**Q:** Five metals in the fcc structure were calculated with PBE and spin-orbit coupling, and letters have replaced their names. Can the values tell me which is which?

Ansatz 0.2.0, all-electron LAPW, PBE with spin-orbit coupling: fcc metals (Fm-3m, one atom per cell) in fixed cells, with Fermi-Dirac smearing of 0.03 to 0.08 eV and 14 to 19 k points along each axis. Magnetic elements start with parallel spins. Energies count from spherical, spin-unpolarised free atoms, and pressure is positive in compression. Candidates: Ta, Cu, Rh, Ti, Ni.

```
row  energy less free atoms (eV/atom)  pressure (GPa)  sphere moment of M (muB)
  A                             -3.77             1.7                      0.00
  B                             -6.65             0.2                      0.00
  C                             -7.12            -2.9                      0.64
  D                             -9.66             0.4                      0.00
  E                             -7.32             6.2                      0.00
```

**A:** They can, if you first ask what each column measures. M is the metal atom, and the sphere moment is the magnetic moment inside a sphere around its nucleus. The energy less free atoms is negative for a bound solid; I shall call its size the binding. The table leaves out one more clue that we shall need, the volume per atom: it is 11.81 Å³ for A, 17.35 Å³ for B, 11.05 Å³ for C, 18.79 Å³ for D and 13.75 Å³ for E. The shortest distance between atoms would add nothing to it, because in fcc the volume per atom is $d^3/\sqrt{2}$, with $d$ the shortest distance. Which column sets one row apart with the least theory?

**Q:** The moment. Row C has 0.64 μB and the other four have zero.

**A:** Then C is nickel, the only candidate that is a ferromagnet as a bulk metal. The zeros carry less weight, since only elements known as magnetic were started with a spin. The fractional value also suits nickel. In a metal the d electrons form a band shared by all atoms. In nickel one spin direction of that band is practically full, so the moment roughly counts the empty places left in the other. Less than one empty place per atom means a d band that is almost full.

**Q:** Row A stands out too, with a binding of only 3.77 eV per atom. Is that copper?

**A:** Yes, and two limiting cases show why. When atoms form a solid, their d level spreads into a band of width $W$, with bonding states below the atomic level and antibonding states above it. An empty band binds nothing. A full band binds nothing either, because the antibonding states give back what the bonding states gained. Binding is strongest when the lower half is full and the upper half empty.

For a band with evenly spread states this takes two lines. Filling ten states per atom from the bottom with $N$ electrons gives them an average energy of $-W/2 + NW/20$ relative to the atomic level. Multiplying by $N$ gives

$$E_d = -\frac{W}{20}\,N(10-N).$$

Titanium has the emptiest d band of the five, but for a given $W$ even two d electrons give almost two thirds of the strongest binding. Copper sits at the full end, where $E_d$ vanishes. What holds it together is its outer s electron and the mixing of d with s and p states, both of which the formula leaves out.

**Q:** Then I have an objection. Nickel's d band is almost full as well, so it should bind only a little more than copper. Yet C binds 3.35 eV more than A.

**A:** The objection is sound, and the answer lies in the free atom. The energies count from spherical atoms whose spins are forced to cancel. A real nickel atom has an open 3d shell and lowers its energy by aligning spins there. The reference atom is denied this gain, so it lies too high, and the solid seems more strongly bound than it is.

To see how much the reference may add, subtract the measured cohesive energy, which counts from real atoms. For nickel it is roughly 4.4 eV, a recalled value. The excess is then $7.12 - 4.4 \approx 2.7$ eV. Spin alignment need not account for all of it. Errors of PBE sit in this remainder too, and the reference atom may share its electrons between 3d and 4s differently from the real one. The table cannot separate these parts.

Copper serves as the control. Its atom has a full 3d shell and a single unpaired s electron, so it has little to gain from spin. With a rough cohesive energy of 3.5 eV, the excess is only $3.77 - 3.5 \approx 0.3$ eV. The measured values, which count from real atoms, put nickel only about 0.9 eV above copper, the modest step that a nearly full band suggests.

**Q:** That leaves B, D and E for titanium, rhodium and tantalum. Can I use the binding again?

**A:** Not for all three. B and E differ by just 0.67 eV, less than the shift we have just found for nickel. Volume is the safer guide here. Titanium and tantalum stand early in their rows, where the d shell is still wide. Rhodium stands late in its row, where a larger nuclear charge, only partly screened by the added d electrons, has drawn the shells inwards.

**Q:** So E is rhodium, because it has the smallest volume of the three. But it is also under a pressure of 6.2 GPa. Could the cell simply be squeezed?

**A:** It is squeezed, but only slightly. PBE tends to make such metals somewhat too large, so a measured cell feels too tight to it. Rhodium is stiff, with a bulk modulus of a few hundred GPa, and this pressure corresponds to a volume change of two or three percent. The volume of B is 26% above that of E. The assignment is safe.

**Q:** Now B and D. Their volumes differ by only 8%, and I would have guessed that the heavier atom is larger.

**A:** That guess is weak evidence. The filled shells beneath tantalum's valence electrons reach further out than those of titanium, which keeps the atoms further apart. Tantalum also has one more valence electron to put into bonding states, which pulls them together. Two opposing effects leave a small difference that is hard to predict.

In the binding, two effects work in the same direction. The extra electron moves $N$ towards the middle of the band. The 5d orbitals reach further out than the compact 3d orbitals, and since the atoms in B and D are almost equally far apart, they overlap more and make $W$ larger. Tantalum should therefore bind much more strongly, and D does so by 3.01 eV.

**Q:** How sure is each assignment?

**A:** Nickel is sure from its moment, copper from its weak binding and rhodium from its volume among the remaining three. Titanium and tantalum would be ambiguous on volume alone. The binding settles them unless the reference atoms inflate D by about 3 eV more than B. That is unlikely, since both atoms have an open d shell with few electrons, two in titanium and three in tantalum, so both references should lie too high by similar amounts. Here are the names.

The rows with their labels:

```
element   Z  group  period                    cell  volume (Å³/atom)  shortest distance from M (Å)  energy less free atoms (eV/atom)  pressure (GPa)  sphere moment of M (muB)
     Ti  22      4       4  Materials Project cell             17.35                          2.91                             -6.65             0.2                      0.00
     Ni  28     10       4     measured cell (COD)             11.05                          2.50                             -7.12            -2.9                      0.64
     Cu  29     11       4     measured cell (COD)             11.81                          2.56                             -3.77             1.7                      0.00
     Rh  45      9       5     measured cell (COD)             13.75                          2.69                             -7.32             6.2                      0.00
     Ta  73      5       6     measured cell (COD)             18.79                          2.98                             -9.66             0.4                      0.00
```

**Q:** All five agree. Can I now check that the reference atoms did not mislead us about titanium and tantalum?

**A:** Yes, by the same subtraction. With rough recalled cohesive energies, the excess is about 1.8 eV for titanium and 1.6 eV for tantalum. The two shifts nearly cancel in the difference, so tantalum's lead is real. Neither metal is fcc in its ordinary state, and the cost of that structure is included in these remainders, but it is a few tenths of an eV at most. The output below lists the subtraction for all five metals.

**Q:** I work with copper wiring on chips. Does its place at the bottom of the list matter there?

**A:** It does. A strong current pushes atoms along a wire, and an atom can move only by loosening its bonds to its neighbours. In the table rhodium binds 1.9 times as strongly as copper, and with the rough cohesive energies the ratio is still about 1.7. The advantage is therefore not made by the reference atoms. It is a reason to consider strongly bound metals for very narrow wires, although atoms in real wires move mostly along surfaces and grain boundaries, and the electrical resistance has to be judged separately.

**Q:** If the next set held the metals of a single row, say the 5d row, how would I order them?

**A:** Follow the filling of the band. Cohesion in that row is known to rise from hafnium through tantalum to tungsten, near the half-filled band, and then to fall towards gold, where the d band is full as in copper. The fall has a small irregularity, as rhenium lies slightly below osmium. Because the arch has two sides, one binding can fit two metals. Tantalum and osmium bind almost equally strongly, for example, and the smaller volume marks osmium. In the 3d row the same arch has a dip in the middle when energies count from real atoms. Atoms such as manganese, with a half-filled shell of aligned spins, are especially stable on their own and gain less by joining a solid. Before you use the arch to name a metal, check which kind of free atom the energies count from.

Output of the analysis:

```
number of rows with a moment above 0.1 muB: 1
largest deviation of the volume from the fcc value given by the distance (percent): 0.4512
volume of Cu above that of Ni (percent): 6.878
volume of Rh above that of Cu (percent): 16.43
volume of Ti above that of Rh (percent): 26.18
volume of Ta above that of Ti (percent): 8.3
binding of Ti less that of Cu (eV/atom): 2.88
binding of Ni less that of Cu (eV/atom): 3.35
binding of Ni less that of Ti (eV/atom): 0.47
binding of Rh less that of Ni (eV/atom): 0.2
binding of Rh less that of Ti (eV/atom): 0.67
binding of Ta less that of Rh (eV/atom): 2.34
binding of Ta less that of Ti (eV/atom): 3.01
binding of Rh over that of Cu (ratio): 1.942
rough recalled cohesive energy of Rh over that of Cu (ratio): 1.657
binding against rough recalled cohesive energy (eV/atom):
  row  binding  rough cohesive energy  excess
   Ti     6.65                    4.9    1.75
   Ni     7.12                    4.4    2.72
   Cu     3.77                    3.5    0.27
   Rh     7.32                    5.8    1.52
   Ta     9.66                    8.1    1.56
```
